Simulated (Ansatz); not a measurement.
# GaN (F-43m) in Ansatz: a series of runs, part 2 of 2

Ansatz 0.2.0. The steps go on from the part before.

## 4. Relaxation of cell and atoms, BLYP

input.yaml

```yaml
crystal:
  lattice:
    - [0.0, 2.2535006075, 2.2535006075]
    - [2.2535006075, 0.0, 2.2535006075]
    - [2.2535006075, 2.2535006075, 0.0]
  atoms:
    - { symbol: Ga, position: [0.0, 0.0, 0.0] }
    - { symbol: "N", position: [0.25, 0.25, 0.25] }
hamiltonian:
  xc: blyp
  pseudopotentials: { kind: paw }
kpoints:
  mp_grid: { grid: [10, 10, 10] }
scf:
  occupations: { method: fermi_dirac, width: 0.05 }
output:
  forces: true
  stress: true
relax:
  f_tol: 0.01
  max_steps: 40
  cell: { stress_tol: 0.05 }
```

Potentials or basis: Ansatz PAW.

Command:

```console
$ ansatz run input.yaml --threads 2 --pin off --max-ram 5632MiB --backend cpu --events-out ev --progress --plain --runs-dir out
```

Log:

```text
Warning: RAYON_NUM_THREADS=2 ignored (pool sized by the plan → 2); use --threads N
Engine: ansatz 0.2.0, x86_64-unknown-linux-gnu
Pseudopotentials: kind: paw
Pseudopotential: Ga, paw, valence charge 13, recommended cutoff 420 eV (normal), Ga.paw.azcp
Pseudopotential: N, paw, valence charge 5, recommended cutoff 420 eV (normal), N.paw.azcp
Functional definition: BLYP
  parameter beta = 0.0042
  parameter a = 0.04918
  parameter b = 0.132
  parameter c = 0.2533
  parameter d = 0.349
  exchange = b88_x(beta = beta)
  correlation = lyp_c(a = a, b = b, c = c, d = d)
Crystal: 2 atoms, lattice volume = 22.888 Å³
Basis set: ecut = 420 eV, 459 PW (Γ), exchange–correlation on 48×48×48 points (8 copies of the dense FFT grid, shifted against one another)
Bands: 13, of which v1, the nominal top of the filled ones, is band 9 counted from 1 (8 counted from 0)
Symmetry: 24 space group operations
Space group: F-43m (ITA 216), of the structure as read, at distance tolerance 2.8e-5 Å
k-points: 47 of 1000 (time reversal used)
Non-local potential: Ga, projectors of the file, l = 0: 2, l = 1: 2, l = 2: 3, l = 3: 1
Non-local potential: N, projectors of the file, l = 0: 2, l = 1: 2, l = 2: 1
PAW form: soft (Blöchl's): semilocal exchange-correlation on the pseudo side does not see the compensation charge
PAW frozen core: Ga, regenerated for the run's functional, and the local potential with it (the file was generated under x = pbe(κ = 0.804, μ = 0.2195149727645171), c = pbe(β = 0.06672455060314922))
PAW frozen core: N, regenerated for the run's functional, and the local potential with it (the file was generated under x = pbe(κ = 0.804, μ = 0.2195149727645171), c = pbe(β = 0.06672455060314922))
PAW one-centre angular grid: Ga, 590 points (default); XC on 64 Gauss nodes
PAW one-centre angular grid: N, 110 points (default); XC on 64 Gauss nodes
Initial density: superposition of atomic densities (neutral atoms: chi_scale 0, normalization atom), corrected by the library's trained network
Initial wavefunctions: pseudopotential atomic-orbital guess
Functional: x = b88, c = lyp
SCF iter   1: F=—  HF=-4179.063523 eV  |F-HF|=—  |Δ(HF+E_count)|=         —  Δρ=1.79e-2  dr2=6.31e-2  ethr=1.77e-3  ⟨swp⟩=5.0  Hψ=3163  notcnv=0
[... 76 lines left out ...]
iter 1 solved again at ethr=2.54e-8 eV; its pass at ethr=3.10e-3 eV (dr2=4.58e-6 eV) is discarded
SCF iter   1: F=—  HF=-4179.088642 eV  |F-HF|=—  |Δ(HF+E_count)|=         —  Δρ=4.12e-4  dr2=8.72e-7  ethr=2.54e-8  ⟨swp⟩=3.1  Hψ=4982  notcnv=0
preconditioner: auto → none  [insulator: Δε(μ)=1.426 eV  Ē_g=18.444 eV  σ=0.050 eV  W_gap=1.00  n_scr=8 (ndim 8)  ℏωp=32.0 eV  f_vac=0.008  D(μ)=0.00/eV (n_scr^D=0)  ε∞_Penn≈4.0]
SCF iter   2: F=—  HF=-4179.089212 eV  |F-HF|=—  |Δ(HF+E_count)|=   5.70e-4  Δρ=2.06e-4  dr2=2.14e-7  ethr=4.84e-9  ⟨swp⟩=2.0  Hψ=816  notcnv=0
SCF iter   3: F=—  HF=-4179.089406 eV  |F-HF|=—  |Δ(HF+E_count)|=   1.94e-4  Δρ=5.73e-6  dr2=1.55e-9  ethr=1.19e-9  ⟨swp⟩=2.0  Hψ=853  notcnv=0
SCF iter   4: F=—  HF=-4179.089406 eV  |F-HF|=—  |Δ(HF+E_count)|=   1.16e-7  Δρ=8.05e-7  dr2=1.11e-10  ethr=8.60e-12  ⟨swp⟩=2.0  Hψ=1040  notcnv=0
iter 5 did not close the SCF: its close was put off for the readings that it lacked (scf_convergence_deferred on its scf_iter line)
SCF iter   5: F=-4179.089406 eV  HF=-4179.089406 eV  |F-HF|=2.30e-10  |Δ(HF+E_count)|=  2.31e-10  Δρ=3.72e-7  dr2=1.80e-11  ethr=1.00e-12  ⟨swp⟩=2.0  Hψ=943  notcnv=0
SCF iter   6: F=-4179.089406 eV  HF=-4179.089406 eV  |F-HF|=5.46e-12  |Δ(HF+E_count)|=  2.56e-10  Δρ=8.61e-8  dr2=1.23e-12  ethr=1.00e-12  ⟨swp⟩=4.0  Hψ=2674  notcnv=0
SCF 7 converged in 6 iterations: F = -4179.089406 eV  dr2 = 1.23e-12
relax step   7: F+E_penalty+E_count = -4179.08940623 eV  Δ(F+E_penalty+E_count) = -1.987e-4 eV  max|allowed force component| = 1.156e-16 eV/Å  Δτ_max = 0.0000 Å  P = +0.017 GPa  Ω = 24.286 Å³  stress off target by 1.65e-2 GPa  SCF on the basis re-selected at this cell (its energy is not comparable with the rows above)  (6 SCF iters)
basis re-selected at this cell: Δ(F+E_penalty+E_count) = -1.987e-4 eV, ΔP = +0.004 GPa vs the last step (what re-selecting the basis moved, of the pressure what is left beyond the Pulay correction that the steps carried, after the strain that the cell walked since its last selection, with what the two solves' SCF thresholds leave and, on support functions, any second-order correction that the steps lacked; it is no measure of the basis error at this ecutwfc). This SCF's stress stands 1.65e-2 GPa from its target on what of the cell is left free (relax.cell.stress_tol is 5.00e-2 GPa) and its largest allowed force component is 1.16e-16 eV/Å (relax.f_tol is 1.00e-2 eV/Å): within both
SCF converged after 6 iterations
Free energy (F): -4179.089406 eV
Harris-Foulkes:  -4179.089406 eV  (|F-HF|=5.46e-12)
Internal energy: -4179.089406 eV  (E = F + TS)
E sigma→0 (E₀):  -4179.089406 eV
Fermi energy:    9.901624 eV
--- Per-component energies (eV) ---
  E_band       = -14.255930
  E_kinetic    = 245.997891
  E_local      = -1995.509773  (includes V_loc(G=0)·N_el)
  E_nonlocal   = 470.879656
  E_hartree    = 916.243452
  E_xc         = -126.252696
  E_vxc        = -130.417732  (∫ρ·V_xc dr)
  E_paw        = -2134.110378  (= ΣΔE_a)
  E_vpaw       = -437.692845  (= ΣTr[D̂ρ^β])
  E_aug_tail   = -0.000055  (compensation charges beyond the density's cutoff)
  E_ewald      = -1556.355983
  E_core_change = 0.018480  (= ΣΔE_core)
  E_smearing   = -0.000000  (= −TS)
  E_closure    = -0.000000  (closes the sum)
  Σ components = -4179.089406   (vs F -4179.089406, Δ=0.00e0)
--- Forces (eV/Å), atoms counted from 1 ---
  atom   1  Ga     0.00000000    -0.00000000    -0.00000000
  atom   2  N     -0.00000000     0.00000000     0.00000000
  max |Σ_I F_I| component: 1.85e-17 eV/Å
--- Stress (GPa, compression-positive) ---
        0.016510      -0.000000       0.000000
        0.000000       0.016510       0.000000
        0.000000       0.000000       0.016510
  P = ⅓ Tr σ = 0.0165 GPa (0.165 kbar)
--- Relaxed structure (5 steps of the walk, 5 accepted, 2 SCFs on fresh bases) ---
  F+E_penalty+E_count = -4179.08940623 eV   max|allowed force component| = 1.156e-16 eV/Å   (the final SCF, on the basis selected at the relaxed cell)
  cell:  # Å, volume = 24.2864 Å³
    - [9.872283313735207e-34, 2.2985009032605412, 2.2985009032605412]
    - [2.2985009032605412, 4.22915878730334e-33, 2.2985009032605412]
    - [2.2985009032605412, 2.2985009032605412, 2.821562263215933e-33]
  atoms:
    - { symbol: Ga, position: [-1.6024484900104767e-34, 2.100988020235958e-34, 3.2405069464656306e-34] }
    - { symbol: N, position: [0.25, 0.25, 0.25] }
```

Wall time 19 s (2 threads of Intel Xeon at 2.50GHz (Skylake/Cascade Lake), shared host); peak memory 0.34 GiB.

What came out:

```yaml
Free_energy: -4179.0894 eV
Relaxed_volume: 12.14 Å³/atom
Relaxed_cell: a = 3.251 Å, b = 3.251 Å, c = 3.251 Å, α = 60.00°, β = 60.00°, γ = 60.00°
Space_group_after_relaxing_to_0.05_Å: F-43m (No. 216)
Energy_gained_by_relaxing: 22.0 meV/atom
Ionic_steps: 7
Pressure_after_relaxing: 0.0 GPa
Band_gap_on_the_k_mesh: 1.43 eV
```

The path:
| step | energy change (eV) | largest force (eV/Å) | volume (Å³) |
| --- | --- | --- | --- |
| 1 | 0.0000 | 0.0000 | 22.89 |
| 2 | -0.0322 | 0.0000 | 23.66 |
| 3 | -0.0374 | 0.0000 | 24.19 |
| 4 | -0.0373 | 0.0000 | 24.24 |
| 5 | -0.0439 | 0.0000 | 24.24 |
| 6 | -0.0438 | 0.0000 | 24.29 |
| 7 | -0.0440 | 0.0000 | 24.29 |

Final structure:
```yaml
crystal:
  lattice:
    - [0.00000, 2.29850, 2.29850]
    - [2.29850, 0.00000, 2.29850]
    - [2.29850, 2.29850, 0.00000]
  atoms:
    - { symbol: Ga, position: [0.00000, 0.00000, 0.00000] }
    - { symbol: N, position: [0.25000, 0.25000, 0.25000] }
```

Caveat: the plane-wave basis is chosen anew once the cell has moved, so the energies of steps on either side of that aren't comparable; the pressure holds a Pulay correction of +0.6 GPa for the finite cutoff; the PAW data sets come from PBE, with cores solved anew for the run's functional, which leaves a small shift of forces and pressure.

## 5. Single point, PBE

input.yaml

```yaml
crystal:
  lattice:
    - [0.0, 2.2535006075, 2.2535006075]
    - [2.2535006075, 0.0, 2.2535006075]
    - [2.2535006075, 2.2535006075, 0.0]
  atoms:
    - { symbol: Ga, position: [0.0, 0.0, 0.0] }
    - { symbol: "N", position: [0.25, 0.25, 0.25] }
hamiltonian:
  xc: pbe
  pseudopotentials: { kind: paw }
kpoints:
  mp_grid: { grid: [10, 10, 10] }
scf:
  occupations: { method: gaussian, width: 0.012 }
output:
  forces: true
  stress: true
  eigenvalues: true
  write_density: true
  write_potential: true
  elf: true
  volumetric_format: npy
```

Potentials or basis: Ansatz PAW.

Command:

```console
$ ansatz run input.yaml --threads 2 --pin off --max-ram 5632MiB --backend cpu --events-out ev --progress --plain --runs-dir out
```

Log:

```text
Warning: RAYON_NUM_THREADS=2 ignored (pool sized by the plan → 2); use --threads N
[... 4 set-up lines as earlier in the session ...]
Functional definition: PBE
[... 2 set-up lines as earlier in the session ...]
  exchange = pbe_x(kappa = kappa, mu = beta*pi^2/3)
[... 1 set-up line as earlier in the session ...]
Crystal: 2 atoms, lattice volume = 22.888 Å³
Basis set: ecut = 420 eV, 459 PW (Γ), exchange–correlation on 48×48×48 points (8 copies of the dense FFT grid, shifted against one another)
Bands: 13, of which v1, the nominal top of the filled ones, is band 9 counted from 1 (8 counted from 0)
[... 2 set-up lines as earlier in the session ...]
k-points: 47 of 1000 (time reversal used)
[... 7 set-up lines as earlier in the session ...]
Functional: x = pbe(κ = 0.804, μ = 0.2195149727645171), c = pbe(β = 0.06672455060314922)
SCF iter   1: F=—  HF=-4167.897806 eV  |F-HF|=—  |Δ(HF+E_count)|=         —  Δρ=6.26e-4  dr2=3.04e-5  ethr=1.77e-3  ⟨swp⟩=5.0  Hψ=3286  notcnv=0
preconditioner: auto → none  [insulator: Δε(μ)=1.714 eV  Ē_g=18.752 eV  σ=0.012 eV  W_gap=1.00  n_scr=8 (ndim 8)  ℏωp=32.9 eV  f_vac=0.001  D(μ)=0.00/eV (n_scr^D=0)  ε∞_Penn≈4.1]
SCF iter   2: F=—  HF=-4167.898092 eV  |F-HF|=—  |Δ(HF+E_count)|=   2.87e-4  Δρ=3.42e-4  dr2=9.51e-6  ethr=1.69e-7  ⟨swp⟩=2.7  Hψ=1572  notcnv=0
SCF iter   3: F=—  HF=-4167.898135 eV  |F-HF|=—  |Δ(HF+E_count)|=   4.27e-5  Δρ=1.24e-4  dr2=1.23e-6  ethr=5.28e-8  ⟨swp⟩=2.0  Hψ=1003  notcnv=0
SCF iter   4: F=—  HF=-4167.898142 eV  |F-HF|=—  |Δ(HF+E_count)|=   6.91e-6  Δρ=2.37e-5  dr2=9.67e-8  ethr=6.86e-9  ⟨swp⟩=2.0  Hψ=1034  notcnv=0
iter 5 did not close the SCF: its close was put off for the readings that it lacked (scf_convergence_deferred on its scf_iter line)
SCF iter   5: F=-4167.898142 eV  HF=-4167.898142 eV  |F-HF|=6.89e-9  |Δ(HF+E_count)|=   1.83e-8  Δρ=1.03e-5  dr2=9.18e-9  ethr=5.37e-10  ⟨swp⟩=2.0  Hψ=1034  notcnv=0
SCF iter   6: F=-4167.898142 eV  HF=-4167.898142 eV  |F-HF|=7.64e-11  |Δ(HF+E_count)|=   9.45e-9  Δρ=1.70e-6  dr2=2.55e-10  ethr=5.10e-11  ⟨swp⟩=4.1  Hψ=3075  notcnv=0
SCF 1 converged in 6 iterations: F = -4167.898142 eV  dr2 = 2.55e-10
SCF converged after 6 iterations
Free energy (F): -4167.898142 eV
Harris-Foulkes:  -4167.898142 eV  (|F-HF|=7.64e-11)
Internal energy: -4167.898142 eV  (E = F + TS)
E sigma→0 (E₀):  -4167.898142 eV
Fermi energy:    10.508344 eV
--- Per-component energies (eV) ---
  E_band       = -5.647262
  E_kinetic    = 247.130783
  E_local      = -1949.939510  (includes V_loc(G=0)·N_el)
  E_nonlocal   = 474.306677
  E_hartree    = 897.107985
  E_xc         = -128.820136
  E_vxc        = -134.163832  (∫ρ·V_xc dr)
  E_paw        = -2120.249126  (= ΣΔE_a)
  E_vpaw       = -437.196873  (= ΣTr[D̂ρ^β])
  E_aug_tail   = 0.000139  (compensation charges beyond the density's cutoff)
  E_ewald      = -1587.434954
  E_smearing   = -0.000000  (= −TS)
  E_closure    = 0.000000  (closes the sum)
  Σ components = -4167.898142   (vs F -4167.898142, Δ=0.00e0)
--- Forces (eV/Å), atoms counted from 1 ---
  atom   1  Ga     0.00000000    -0.00000000     0.00000000
  atom   2  N     -0.00000000    -0.00000000     0.00000000
  max |Σ_I F_I| component: 3.70e-17 eV/Å
--- Stress (GPa, compression-positive) ---
        5.026839      -0.000000      -0.000000
       -0.000000       5.026839       0.000000
       -0.000000       0.000000       5.026839
  P = ⅓ Tr σ = 5.0268 GPa (50.268 kbar)
--- Band table (eV; the first three rows and the last of 47) ---
  k-point 0: bands = ["-6.2813", "-3.8373", "-3.8373", "-3.8373", "-3.5203", "-3.5203", "9.6498", "9.6498", "9.6498", "11.3667", "19.9613", "19.9613", "19.9613"]
  k-point 1: bands = ["-6.1723", "-3.8238", "-3.8238", "-3.7975", "-3.5216", "-3.5216", "8.5499", "9.5440", "9.5440", "12.2259", "19.4633", "20.1242", "20.1242"]
  k-point 2: bands = ["-5.8994", "-3.7925", "-3.7925", "-3.6314", "-3.5204", "-3.5204", "6.7404", "9.2814", "9.2814", "13.3060", "18.6829", "20.3847", "20.3847"]
  k-point 46: bands = ["-5.2274", "-3.6972", "-3.6533", "-3.5229", "-3.4936", "-1.5720", "3.9009", "6.0621", "6.0913", "15.4783", "17.8458", "20.3681", "20.8404"]
```

It took 3.1 s on 2 threads of Intel Xeon at 2.50GHz (Skylake/Cascade Lake), shared host; peak memory 0.32 GiB.

What came out:

- Free energy: -4167.8981 eV
- Pressure: 5.0 GPa
- Band gap on the k mesh: 1.72 eV, direct

Caveat: the pressure holds a Pulay correction of +0.5 GPa for the finite cutoff.

## 6. Overview

| task | level | cell | smearing | gap on the mesh (eV) | pressure (GPa) | relaxed volume (Å³/atom) |
| --- | --- | --- | --- | --- | --- | --- |
| relaxation of cell and atoms | RPBE+D3(BJ) | relaxed | fermi-dirac 0.05 eV | 2.10 | 0.0 | 10.84 |
| relaxation of cell and atoms | revPBE | relaxed | fermi-dirac 0.05 eV | 1.46 | 0.0 | 11.96 |
| relaxation of cell and atoms | BLYP | relaxed | fermi-dirac 0.05 eV | 1.43 | 0.0 | 12.14 |
| single point | PBE | as given | gaussian 0.012 eV | 1.72 | 5.0 | - |

Alike in all rows: potentials or basis Ansatz PAW; no spin polarisation; k mesh 10 × 10 × 10; cutoff (eV) 420.

Caveats: the plane-wave basis is chosen anew once the cell has moved, so the energies of steps on either side of that aren't comparable (some runs); the PAW data sets come from PBE, with cores solved anew for the run's functional, which leaves a small shift of forces and pressure (some runs).

Absolute energies hang on the potentials; compare differences alone.

## 7. Against experiment

Step 5. A measured gap of GaN is 3.299 eV (direct; 0 K; a printed reference work, textbook); the calculated 1.72 eV misses it by -1.58 eV. Spin-orbit coupling on Ga is left out. The value is that of PBE, without temperature or zero-point motion. Semilocal functionals fall short of measured gaps as a rule. The cell is a database's relaxed one, not the measured one, which moves gaps too.
